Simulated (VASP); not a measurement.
Write an ASE script for VASP 6.6.1 that does the following.

```yaml
Task: equation of state
Functional: r2SCAN
Potentials_or_basis: VASP PAW PBE potentials, release 64 (Be)
Cutoff: 450 eV
k_mesh: 13 × 13 × 8
Occupations: methfessel-paxton, width 0.2 eV
Spin: collinear spin, ferromagnetic start
Starting_moments: "[0.5, 0.5] μB"
Further_INCAR_settings: ALGO = Normal; EDIFF = 1.00e-06
```

The system is Be.

```
CELL_PARAMETERS angstrom
2.28530 0.00000 0.00000
-1.14265 1.97913 0.00000
0.00000 0.00000 3.58420
ATOMIC_POSITIONS crystal
Be 0.66667 0.33333 0.75000
Be 0.33333 0.66667 0.25000
```

One way to write it, as run:

run.py

```python
from ase.calculators.vasp import Vasp
from ase.eos import EquationOfState
from ase.io import Trajectory
from ase.spacegroup import crystal
from ase.units import GPa

atoms = crystal(
    ['Be'],
    basis=[[0.6666666667, 0.3333333333, 0.75]],
    spacegroup=194,
    setting=1,
    cellpar=[2.2853, 2.2853, 3.5842, 90.0, 90.0, 120.0],
    primitive_cell=True,
)
atoms.set_initial_magnetic_moments([0.5, 0.5])
calc = Vasp(
    directory='calc',
    xc='r2scan',
    pp='PBE',
    setups='recommended',
    prec='Accurate',
    encut=450,
    ediff=1e-06,
    ismear=1,
    sigma=0.2,
    lreal=False,
    lasph=True,
    nelm=100,
    algo='Normal',
    isif=2,
    lwave=False,
    lcharg=False,
    ispin=2,
    lorbit=11,
    lmixtau=True,
    kpts=[13, 13, 8],
    gamma=True,
)
atoms.calc = calc
cell = atoms.cell.copy()
volumes, energies = [], []
traj = Trajectory('eos.traj', 'w')
for x in [0.94, 0.96, 0.98, 1.0, 1.02, 1.04, 1.06]:
    atoms.set_cell(cell * x ** (1 / 3), scale_atoms=True)
    volumes.append(atoms.get_volume())
    energies.append(atoms.get_potential_energy())
    traj.write(atoms)
    print(f'{x:5.2f} {volumes[-1]:12.5f} {energies[-1]:14.6f}')

v0, e0, B = EquationOfState(volumes, energies, eos='birchmurnaghan').fit()
print(f'V0 = {v0:.4f} A^3, E0 = {e0:.6f} eV, B = {B / GPa:.2f} GPa')
```

Potentials or basis: VASP PAW PBE potentials, release 64 (Be).

The run is started by

```console
$ python run.py
```

Results of the run:

```
Equilibrium volume                        : 7.93 Å³/atom
Bulk modulus at fixed shape and positions : 125 GPa
Pressure derivative of the bulk modulus   : 3.3
```

Caveat: the cell was scaled at fixed shape and fractional positions, which overstates the stiffness of a crystal with free parameters, most of all of layers and chains; the PAW data sets were made with another functional, which shifts forces and pressure a little.

Wall time 3.4 min on 1 thread of Intel(R) Xeon(R) Platinum 8488C (Sapphire Rapids) (shared host), peak memory 0.13 GiB.
